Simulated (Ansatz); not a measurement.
Wanted: the native input for an Ansatz 0.2.0 run.

| Quantity | Value |
| --- | --- |
| Task | band structure |
| Functional | PBEsol |
| Potentials or basis | all-electron LAPW, inner shells corrected to Dirac's equation |
| Cutoff | 188 eV (chosen from the basis error) |
| Basis error allowed | 0.001 eV/atom |
| k mesh | 8 × 8 × 4 |
| Occupations | fermi-dirac, width 0.05 eV |
| Spin | no spin polarisation |

The system is Bi.

```
CELL_PARAMETERS angstrom
3.23838 0.00000 0.00000
0.00000 3.22164 0.00000
-0.08045 0.00000 6.44389
ATOMIC_POSITIONS crystal
Bi 0.54425 0.00000 0.74958
Bi 0.45575 0.00000 0.25042
```

This isn't the form of Bi at room conditions, which is rhombohedral.

These files were run (other wordings do the same):

input.yaml

```yaml
crystal:
  lattice:
    - [3.238376246, 0.0, 0.0]
    - [0.0, 3.22164332, 0.0]
    - [-0.0804548793, 0.0, 6.4438887882]
  atoms:
    - { symbol: Bi, position: [0.54424725, 0.0, 0.74957789] }
    - { symbol: Bi, position: [0.45575275, 0.0, 0.25042211] }
kpoints:
  mp_grid: { grid: [8, 8, 4] }
  band_path:
    path:
      - [0.0, 0.0, 0.0]
      - [0.0, 0.0, 0.5]
      - [-0.4969406608, 0.0, 0.512346095]
      - [-0.5, 0.0, 0.5]
      - [-0.5, 0.5, 0.5]
      - [-0.5030593392, 0.5, 0.487653905]
      - [-0.5, 0.5, 0.0]
      - [-0.5, 0.0, 0.0]
    npoints: 12
scf:
  occupations: { method: fermi_dirac, width: 0.05 }
hamiltonian:
  xc: pbesol
  pseudopotentials:
    kind: all_electron
    lapw: { basis_error: 0.001 }
    dirac_shells: { Bi: ["4p", "4d"] }
output:
  forces: true
  stress: true
  eigenvalues: true
```

Potentials or basis: all-electron LAPW, inner shells corrected to Dirac's equation.

Command:

```sh
$ ansatz run input.yaml --threads 1 --pin off --max-ram 3072MiB --backend cpu --events-out ev --progress --plain --runs-dir out
```

It gave:

```yaml
Pressure: -0.4 GPa
Largest_force: 0.013 eV/Å
Band_gap_along_the_path: none (metal or under the smearing width)
```

Caveat: spin-orbit coupling is left out, which moves the levels of the heavy elements.

It used 82 s of CPU time on 1 thread of Intel(R) Xeon(R) Processor @ 2.50GHz (Skylake/Cascade Lake), on a shared host, which was overloaded at the time.
